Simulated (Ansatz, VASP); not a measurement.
HfB2: VASP beside Ansatz

```xyz
3
Lattice="3.1400 0.0000 0.0000 -1.5700 2.7193 0.0000 0.0000 0.0000 3.4800" Properties=species:S:1:pos:R:3 pbc="T T T"
Hf    0.0000    0.0000    0.0000
B     1.5700    0.9064    1.7400
B     0.0000    1.8129    1.7400
```

Alike in both runs: task relaxation of cell and atoms; functional revPBE; k mesh 10 × 10 × 8; occupations fermi-dirac, width 0.05 eV; no spin polarisation.

|  | VASP | Ansatz |
| --- | --- | --- |
| version | VASP 6.6.1 | Ansatz 0.2.0 |
| potentials or method | VASP PAW PBE potentials, release 64 (Hf_pv, B) | Ansatz PAW |
| plane-wave cutoff (eV) | 600 | 420 |
| valence electrons in the cell | 16 | 32 |

VASP gave:

| Quantity | Value |
| --- | --- |
| relaxed volume (Å³/atom) | 10.07 |
| relaxed cell length with the largest relative difference (Å) | 3.155 |
| energy change over the relaxation (meV/atom) | -2 |

Q: Estimate Ansatz's values.

A: Relaxed volume (Å³/atom): 10.09; relaxed cell length with the largest relative difference (Å): 3.157; energy change over the relaxation (meV/atom): -3.

The two sets of potentials don't hold the same shells in valence.

Caveats: the PAW data sets were made with another functional, which shifts forces and pressure a little (VASP); the plane-wave basis is chosen anew once the cell has moved, so the energies of steps on either side of that aren't comparable (Ansatz); the PAW data sets come from PBE, with cores solved anew for the run's functional, which leaves a small shift of forces and pressure (Ansatz). The runs have no spin-orbit coupling, so splittings on Hf are missing. Zero-point motion and thermal expansion aren't in these numbers.
